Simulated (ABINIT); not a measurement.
# Rh (Fm-3m) in ABINIT: notebook

One crystal, Rh, is run at these levels: BLYP, PBE+D4; tasks: band structure, equation of state.

Everything below comes from runs of ABINIT 10.8.3 (patched build). Logs are shortened: lines on timing, memory, paths and dates and some standing lists are left out, and cuts for length are marked. The log counts tension as positive stress, the text compression.

**The experiment to reproduce.**

“Thermal equation of state of rhodium characterized by XRD in a resistively heated diamond anvil cell”, 2024, pmc:11535440 quotes, for a bulk crystal of Rh: bulk modulus 264 ± 1 GPa.

How close the calculation comes is told below.

### Step 1. The crystal as given

Symmetry: Fm-3m, No. 225, cubic system. Conventional cell: a = 3.796 Å, b = 3.796 Å, c = 3.796 Å, α = 90.00°, β = 90.00°, γ = 90.00°. Rh (site symmetry m-3m) has 12 Rh at 2.68 Å as nearest neighbours.

### Step 2. Band structure, BLYP

The input, run.abi:

```
# Datasets: ground state, then fixed potential
ndtset 2

# Pseudopotentials
pp_dirpath "./"
pseudos "Rh.GGA_PBE-JTH.xml"

# Structure
acell 5.0719591737 5.0719591737 5.0719591737
rprim
     0.0000000000     0.7071067812     0.7071067812
     0.7071067812     0.0000000000     0.7071067812
     0.7071067812     0.7071067812     0.0000000000
ntypat 1
znucl 45
natom 1
typat 1
xred
     0.0000000000     0.0000000000     0.0000000000

# Plane-wave basis
ecut 16.0
pawecutdg 32.0

# Exchange and correlation
ixc -106131

# Bands and occupations
occopt 3
tsmear 0.05 eV

# SCF cycle
nstep 100

# Output
iomode 3
prtwf 0
prteig 0
prtebands 0
prtden1 1

# Dataset 1
kptopt1 1
ngkpt1 12 12 12
nshiftk1 1
shiftk1 0.0 0.0 0.0
nband1 13
tolvrs1 1.0e-9

# Dataset 2: bands along G-X-W-K-G-L-U-W-L-K
iscf2 -2
getden2 1
nband2 19
nbdbuf2 4
tolwfr2 1.0e-11
kptopt2 -9
ndivsm2 6
prteig2 1
prtvol2 -3
kptbounds2
     0.0000000000     0.0000000000     0.0000000000
     0.5000000000     0.0000000000     0.5000000000
     0.5000000000     0.2500000000     0.7500000000
     0.3750000000     0.3750000000     0.7500000000
     0.0000000000     0.0000000000     0.0000000000
     0.5000000000     0.5000000000     0.5000000000
     0.6250000000     0.2500000000     0.6250000000
     0.5000000000     0.2500000000     0.7500000000
     0.5000000000     0.5000000000     0.5000000000
     0.3750000000     0.3750000000     0.7500000000
```

Potentials or basis: JTH PAW PBE v2.0.

Launch:

```
$ abinit run.abi > log 2>&1
```

run.abo:

```text
.Version 10.8.3 of ABINIT
 DATASET    1 : space group Fm -3 m (#225); Bravais cF (face-center cubic)
================================================================================
 Values of the parameters that define the memory need for DATASET  1.
     intxc =       0    ionmov =       0      iscf =      17    lmnmax =      18
     lnmax =       6     mgfft =      20  mpssoang =       3    mqgrid =    3001
     natom =       1  nloc_mem =       2    nspden =       1   nspinor =       1
    nsppol =       1      nsym =      48    n1xccc =       1    ntypat =       1
    occopt =       3   xclevel =       2
       mpw =         295          nfft =        8000          nkpt =          72
 PAW method is used; the additional fine FFT grid is defined by:
   mgfftf=        27    nfftf =     19683
================================================================================
================================================================================

 DATASET    2 : space group Fm -3 m (#225); Bravais cF (face-center cubic)
================================================================================
 Values of the parameters that define the memory need for DATASET  2.
     intxc =       0    ionmov =       0      iscf =      -2    lmnmax =      18
     lnmax =       6     mgfft =      20  mpssoang =       3    mqgrid =    3001
     natom =       1  nloc_mem =       2    nspden =       1   nspinor =       1
    nsppol =       1      nsym =      48    n1xccc =       1    ntypat =       1
    occopt =       3   xclevel =       2
       mpw =         295          nfft =        8000          nkpt =         103
 PAW method is used; the additional fine FFT grid is defined by:
   mgfftf=        27    nfftf =     19683
================================================================================
================================================================================

--------------------------------------------------------------------------------
------------- Echo of variables that govern the present computation ------------
--------------------------------------------------------------------------------
 -outvars: echo values of preprocessed input variables --------
            acell      5.0719591737E+00  5.0719591737E+00  5.0719591737E+00 Bohr
              amu      1.02905500E+02
             ecut      1.60000000E+01 Hartree
           getden1          0
           getden2          1
             iscf1         17
             iscf2         -2
              ixc     -106131
           jdtset        1    2
           kptopt1          1
           kptopt2         -9
         kptrlatt       12    0    0      0   12    0      0    0   12
          kptrlen1     6.08635101E+01
          kptrlen2     3.00000000E+01
            natom           1
            nband1         13
            nband2         19
           nbdbuf1          0
           nbdbuf2          4
           ndtset           2
           ndivsm1          0
           ndivsm2          6
            ngfft          20      20      20
          ngfftdg          27      27      27
             nkpt1         72
             nkpt2        103
            nstep         100
             nsym          48
           ntypat           1
           occopt           3
        pawecutdg      3.20000000E+01 Hartree
         pawxcdev           0
        prtebands           0
           prteig1          0
           prteig2          1
           prtvol1          0
           prtvol2         -3
            prtwf           0
            rprim      0.0000000000E+00  7.0710678120E-01  7.0710678120E-01
                       7.0710678120E-01  0.0000000000E+00  7.0710678120E-01
                       7.0710678120E-01  7.0710678120E-01  0.0000000000E+00
           shiftk1     0.00000000E+00  0.00000000E+00  0.00000000E+00
           shiftk2     5.00000000E-01  5.00000000E-01  5.00000000E-01
          spgroup         225
           tolvrs1     1.00000000E-09
           tolvrs2     0.00000000E+00
           tolwfr1     0.00000000E+00
           tolwfr2     1.00000000E-11
           tsmear      1.83746611E-03 Hartree
            typat      1
           useylm           1
            znucl       45.00000

[... 207 lines left out ...]
 R(3)=  3.5864167  3.5864167  0.0000000  G(3)=  0.1394149  0.1394149 -0.1394149
 Unit cell volume ucvol=  9.2259745E+01 bohr^3
 Angles (23,13,12)=  6.00000000E+01  6.00000000E+01  6.00000000E+01 degrees

 Coarse grid specifications (used for wave-functions):

 getcut: wavevector=  0.0000  0.0000  0.0000  ngfft=  20  20  20
         ecut(hartree)=     16.000   => boxcut(ratio)=   2.18992

 Fine grid specifications (used for densities):

 getcut: wavevector=  0.0000  0.0000  0.0000  ngfft=  27  27  27
         ecut(hartree)=     32.000   => boxcut(ratio)=   2.01604
--------------------------------------------------------------------------------

================================================================================
 Non-SCF case, kpt    1 (  0.00000  0.00000  0.00000), residuals and eigenvalues=
  4.08E-12  6.11E-12  7.53E-12  6.12E-12  8.42E-12  6.08E-12  4.77E-12  6.76E-12
  2.15E-12  4.02E-12  2.41E-12  3.65E-12  3.23E-12  9.14E-12  7.58E-12  6.87E-12
  8.16E-12  5.30E-12  3.92E-11
 -2.2731E+00 -1.0774E+00 -1.0774E+00 -1.0774E+00  3.3840E-01  5.1134E-01
  5.1134E-01  5.1134E-01  5.8773E-01  5.8773E-01  1.2239E+00  1.4187E+00
  1.4187E+00  1.4187E+00  1.6455E+00  1.8200E+00  1.8200E+00  1.8200E+00
  2.0333E+00
 Non-SCF case, kpt    2 (  0.02941  0.00000  0.02941), residuals and eigenvalues=
  8.16E-12  6.62E-12  6.86E-12  7.60E-12  8.34E-12  8.96E-12  3.00E-12  2.43E-12
  5.65E-12  3.46E-12  4.29E-12  5.30E-12  4.64E-12  3.69E-12  6.29E-12  4.04E-12
[... 799 lines left out ...]
  9.11E-12  8.31E-12  5.43E-12  2.13E-12  6.26E-12  3.45E-12  2.96E-12  2.32E-11
  1.93E-11  5.82E-05  1.14E-04
 -2.2676E+00 -1.0983E+00 -1.0938E+00 -1.0850E+00  4.2852E-01  4.5999E-01
  5.4036E-01  5.9084E-01  6.3615E-01  9.2060E-01  9.3970E-01  1.0839E+00
  1.2597E+00  1.4001E+00  1.7030E+00  1.7343E+00  1.7603E+00  2.0468E+00
  2.1191E+00
 Non-SCF case, kpt  103 (  0.37500  0.37500  0.75000), residuals and eigenvalues=
  4.34E-12  5.71E-12  9.79E-12  3.34E-12  6.01E-12  4.70E-12  6.01E-12  3.61E-12
  6.28E-12  2.22E-12  2.34E-12  9.42E-12  1.71E-12  3.00E-12  6.70E-12  7.11E-12
  1.65E-11  1.74E-05  3.51E-04
 -2.2676E+00 -1.0988E+00 -1.0934E+00 -1.0854E+00  4.2348E-01  4.5189E-01
  5.5139E-01  5.9935E-01  6.3918E-01  9.2209E-01  9.4672E-01  1.0742E+00
  1.2375E+00  1.4140E+00  1.7079E+00  1.7139E+00  1.7712E+00  2.0467E+00
  2.1087E+00

--- !ResultsGS
iteration_state: {dtset: 2, }
comment   : Summary of ground state results
lattice_vectors:
- [  0.0000000,   3.5864167,   3.5864167, ]
- [  3.5864167,   0.0000000,   3.5864167, ]
- [  3.5864167,   3.5864167,   0.0000000, ]
lattice_lengths: [   5.07196,    5.07196,    5.07196, ]
lattice_angles: [ 60.000,  60.000,  60.000, ] # degrees, (23, 13, 12)
lattice_volume:   9.2259745E+01
convergence: {deltae:  0.000E+00, res2:  0.000E+00, residm:  9.990E-12, diffor:  0.000E+00, }
etotal    :  -1.11352730E+02
entropy   :   0.00000000E+00
fermie    :   6.26293850E-01
cartesian_stress_tensor: null
pressure_GPa: null
xred      :
- [  0.0000E+00,   0.0000E+00,   0.0000E+00, Rh]
cartesian_forces: null
force_length_stats: {min: null, max: null, mean: null, }
...

 Integrated electronic density in atomic spheres:
 ------------------------------------------------
 Atom  Sphere_radius  Integrated_density
    1        2.21251         14.93273844

================================================================================

 ----iterations are completed or convergence reached----

 Mean square residual over all n,k,spin=   52.181E-13; max=  99.898E-13
 reduced coordinates (array xred) for    1 atoms
       0.000000000000      0.000000000000      0.000000000000

 cartesian coordinates (angstrom) at end:
    1      0.00000000000000     0.00000000000000     0.00000000000000
 length scales=  5.071959173700  5.071959173700  5.071959173700 bohr
              =  2.683965207532  2.683965207532  2.683965207532 angstroms
 Eigenvalues (hartree) for nkpt= 103  k points:
 kpt#   1, nband= 19, wtk=  1.00000, kpt=  0.0000  0.0000  0.0000 (reduced coord)
  -2.27309   -1.07744   -1.07744   -1.07744    0.33840    0.51134    0.51134    0.51134
   0.58773    0.58773    1.22392    1.41868    1.41868    1.41868    1.64549    1.82000
   1.82000    1.82000    2.03330
 kpt#   2, nband= 19, wtk=  1.00000, kpt=  0.0294  0.0000  0.0294 (reduced coord)
  -2.27304   -1.07767   -1.07752   -1.07752    0.34013    0.51020    0.51223    0.51223
   0.58650    0.58816    1.22647    1.41307    1.41906    1.41906    1.65654    1.80834
   1.80834    1.82105    2.01149
 kpt#   3, nband= 19, wtk=  1.00000, kpt=  0.0588  0.0000  0.0588 (reduced coord)
  -2.27290   -1.07836   -1.07778   -1.07778    0.34528    0.50685    0.51488    0.51488
   0.58291    0.58946    1.23400    1.39918    1.41987    1.41987    1.68661    1.78022
   1.78022    1.82421    1.96261
 kpt#   4, nband= 19, wtk=  1.00000, kpt=  0.0882  0.0000  0.0882 (reduced coord)
  -2.27267   -1.07949   -1.07820   -1.07820    0.35366    0.50151    0.51927    0.51927
   0.57729    0.59158    1.24611    1.38223    1.41996    1.41996    1.73000    1.74666
   1.74666    1.82953    1.90371
 kpt#   5, nband= 19, wtk=  1.00000, kpt=  0.1176  0.0000  0.1176 (reduced coord)
[... 381 lines left out ...]
   0.63642    0.86781    0.93884    1.15099    1.30943    1.36285    1.69516    1.70350
   1.83302    2.02313    2.06627
 kpt# 101, nband= 19, wtk=  1.00000, kpt=  0.4000  0.4000  0.7000 (reduced coord)
  -2.26777   -1.09872   -1.09291   -1.08450    0.43381    0.46790    0.53077    0.57913
   0.63552    0.89595    0.94079    1.11309    1.28422    1.38263    1.69879    1.71765
   1.79390    2.04269    2.08865
 kpt# 102, nband= 19, wtk=  1.00000, kpt=  0.3875  0.3875  0.7250 (reduced coord)
  -2.26764   -1.09830   -1.09378   -1.08501    0.42852    0.45999    0.54036    0.59084
   0.63615    0.92060    0.93970    1.08393    1.25969    1.40008    1.70297    1.73432
   1.76032    2.04681    2.11912
 kpt# 103, nband= 19, wtk=  1.00000, kpt=  0.3750  0.3750  0.7500 (reduced coord)
  -2.26757   -1.09883   -1.09339   -1.08543    0.42348    0.45189    0.55139    0.59935
   0.63918    0.92209    0.94672    1.07421    1.23748    1.41398    1.70790    1.71391
   1.77125    2.04666    2.10874

== END DATASET(S) ==============================================================
================================================================================

 -outvars: echo values of variables after computation  --------
            acell      5.0719591737E+00  5.0719591737E+00  5.0719591737E+00 Bohr
           etotal1    -1.1135272975E+02
            fcart1    -0.0000000000E+00 -0.0000000000E+00 -0.0000000000E+00
            rprim      0.0000000000E+00  7.0710678120E-01  7.0710678120E-01
                       7.0710678120E-01  0.0000000000E+00  7.0710678120E-01
                       7.0710678120E-01  7.0710678120E-01  0.0000000000E+00
           strten1    -7.2262757217E-04 -7.2262757217E-04 -7.2262757217E-04
                       0.0000000000E+00  0.0000000000E+00  0.0000000000E+00
 Calculation completed.
```

Wall time 22 s (1 thread of Arm Neoverse V1, shared host); peak memory 0.11 GiB.

Results:

```yaml
Free_energy: -3030.0621 eV
Pressure: 21.3 GPa
Band_gap_on_the_k_mesh: none (metal or under the smearing width)
Valence_electrons_inside_the_program's_atomic_spheres: Rh 14.93 (radii [1.1708] Å)
```

Levels at the corners of the path, in eV from the Fermi level:
```tsv
point	band 6	band 7	band 8	band 9	band 10	band 11
Γ	-3.13	-3.13	-3.13	-1.05	-1.05	16.26
X	-5.97	0.50	0.97	0.97	3.47	12.36
W	-3.80	-3.80	-1.25	0.97	9.81	9.81
K	-4.75	-2.04	-0.73	0.35	8.05	8.72
Γ	-3.13	-3.13	-3.13	-1.05	-1.05	16.26
L	-3.21	-3.21	0.54	0.54	0.99	8.68
U	-4.75	-2.04	-0.73	0.35	8.05	8.72
W	-3.80	-3.80	-1.25	0.97	9.81	9.81
L	-3.21	-3.21	0.54	0.54	0.99	8.68
K	-4.75	-2.04	-0.73	0.35	8.05	8.72
```

Caveat: so large a pressure means that the cell lies far from this level's equilibrium, or that cutoff or potentials fall short; the potentials were made for another functional, which shifts forces and pressure.

### Step 3. Equation of state, PBE+D4

The input, run.py:

```python
import json, os
import numpy as np
from ase.eos import EquationOfState
from ase.units import GPa
from ase.calculators.mixing import SumCalculator
from dftd4.ase import DFTD4
from ase.calculators.abinit import Abinit, AbinitProfile
from ase import Atoms

atoms = Atoms(['Rh'],
              cell=[[0.0, 1.89785, 1.89785], [1.89785, 0.0, 1.89785], [1.89785, 1.89785, 0.0]],
              scaled_positions=[[0.0, 0.0, 0.0]],
              pbc=True)

profile = AbinitProfile(command='abinit', pp_paths=[os.path.abspath('pseudos')])
params = dict(
    pps='pawxml', xc='PBE',
    ecut=435.3822,
    pawecutdg=870.7644,
    kptopt=1,
    ngkpt=[12, 12, 12],
    nshiftk=1,
    shiftk=[0.0, 0.0, 0.0],
    ixc=11,
    nband=13,
    occopt=3,
    tsmear=0.05,
    nstep=100,
    tolvrs=1e-09,
    prtwf=0,
    prtden=0,
)

cell0 = atoms.cell.copy()
volumes, energies = [], []
for i, x in enumerate([0.94, 0.96, 0.98, 1.0, 1.02, 1.04, 1.06]):
    atoms.set_cell(cell0 * x ** (1 / 3), scale_atoms=True)
    atoms.calc = SumCalculator([Abinit(profile=profile, directory=f'v{i}', **params), DFTD4(method='pbe')])
    volumes.append(atoms.get_volume() / len(atoms))
    dft, disp = atoms.calc.mixer.calcs
    energies.append((dft.get_property('free_energy', atoms) + disp.get_property('energy', atoms)) / len(atoms))
    print(f'{x:5.2f} {volumes[-1]:10.5f} A^3/atom {energies[-1]:14.6f} eV/atom', flush=True)
    json.dump(dict(volumes=volumes, energies=energies), open('results.json', 'w'))
v0, e0, b0 = EquationOfState(volumes, energies, eos='birchmurnaghan').fit()
print(f'V0 {v0:.4f} A^3/atom  E0 {e0:.6f} eV/atom  B0 {b0 / GPa:.2f} GPa')
```

Potentials or basis: JTH PAW PBE v2.0.

Launch:

```
$ python run.py
```

The log of the run:

```text
0.94   12.85119 A^3/atom   -3032.692308 eV/atom
 0.96   13.12462 A^3/atom   -3032.717103 eV/atom
 0.98   13.39805 A^3/atom   -3032.730244 eV/atom
 1.00   13.67148 A^3/atom   -3032.731760 eV/atom
 1.02   13.94491 A^3/atom   -3032.724580 eV/atom
 1.04   14.21834 A^3/atom   -3032.709524 eV/atom
 1.06   14.49177 A^3/atom   -3032.686482 eV/atom
V0 13.5907 A^3/atom  E0 -3032.732425 eV/atom  B0 282.80 GPa
```

abinit.in:

```text
ecut 435.3822 eV
ixc 11
kptopt 1
natom 1
nband 13
ngkpt
12 12 12
nshiftk 1
nsppol 1
nstep 100
occopt 3
pawecutdg 870.7644 eV
prtden 0
prtwf 0
shiftk
0.0 0.0 0.0
tolvrs 1e-09
tsmear 0.05 eV
#Definition of the unit cell
acell
1.00000000000000 1.00000000000000 1.00000000000000 Angstrom
rprim
0.00000000000000 1.93507219503400 1.93507219503400
1.93507219503400 0.00000000000000 1.93507219503400
1.93507219503400 1.93507219503400 0.00000000000000
chkprim 0 # Allow non-primitive cells
#Definition of the atom types
ntypat 1
znucl 45
#Enumerate different atomic species
typat
 1
pseudos "./pseudos/Rh.GGA_PBE-JTH.xml"
#Definition of the atoms
xcart
0.00000000000000 0.00000000000000 0.00000000000000
chkexit 1 # abinit.exit file in the running directory terminates after the current SCF
```

abinit.abo:

```text
.Version 10.8.3 of ABINIT
 Symmetries : space group Fm -3 m (#225); Bravais cF (face-center cubic)
================================================================================
 Values of the parameters that define the memory need of the present run
     intxc =       0    ionmov =       0      iscf =      17    lmnmax =      18
     lnmax =       6     mgfft =      20  mpssoang =       3    mqgrid =    3001
     natom =       1  nloc_mem =       2    nspden =       1   nspinor =       1
    nsppol =       1      nsym =      48    n1xccc =       1    ntypat =       1
    occopt =       3   xclevel =       2
       mpw =         310          nfft =        8000          nkpt =          72
 PAW method is used; the additional fine FFT grid is defined by:
   mgfftf=        30    nfftf =     27000
[... 232 lines left out ...]
- sigma(2 2)=  8.11061733E+00  sigma(3 1)=  0.00000000E+00
- sigma(3 3)=  8.11061733E+00  sigma(2 1)=  0.00000000E+00

== END DATASET(S) ==============================================================
================================================================================

 -outvars: echo values of variables after computation  --------
            acell      1.8897261259E+00  1.8897261259E+00  1.8897261259E+00 Bohr
           etotal     -1.1141956478E+02
            fcart     -0.0000000000E+00 -0.0000000000E+00 -0.0000000000E+00
            rprim      0.0000000000E+00  1.9350721950E+00  1.9350721950E+00
                       1.9350721950E+00  0.0000000000E+00  1.9350721950E+00
                       1.9350721950E+00  1.9350721950E+00  0.0000000000E+00
           strten      2.7567427976E-04  2.7567427976E-04  2.7567427976E-04
                       0.0000000000E+00  0.0000000000E+00  0.0000000000E+00
 Calculation completed.
```

It took 72 s on 1 thread of Arm Neoverse V1, shared host; peak memory 0.11 GiB.

Results:

| Quantity | Value |
| --- | --- |
| Equilibrium volume | 13.59 Å³/atom |
| Bulk modulus | 283 GPa |
| Pressure derivative of the bulk modulus | 5.5 (rough: it moves with the points fitted) |

Energy against volume, from the lowest point:
| volume (Å³/atom) | energy (meV/atom) |
| --- | --- |
| 12.851 | 39.45 |
| 13.125 | 14.66 |
| 13.398 | 1.52 |
| 13.671 | 0.00 |
| 13.945 | 7.18 |
| 14.218 | 22.24 |
| 14.492 | 45.28 |

Caveat: pressures at fixed basis lie under the slope of the energies; the log and the count of SCF iterations are those of the last ABINIT call alone.

### Step 4. How close it comes

Step 3. Measured bulk modulus of Rh: 264 GPa (quoted in “Thermal equation of state of rhodium characterized by XRD in a resistively heated diamond anvil cell”, 2024, pmc:11535440). This calculation gives 283 GPa (+7.1 %). The fit is for a static lattice scaled at fixed shape and fixed fractional positions.
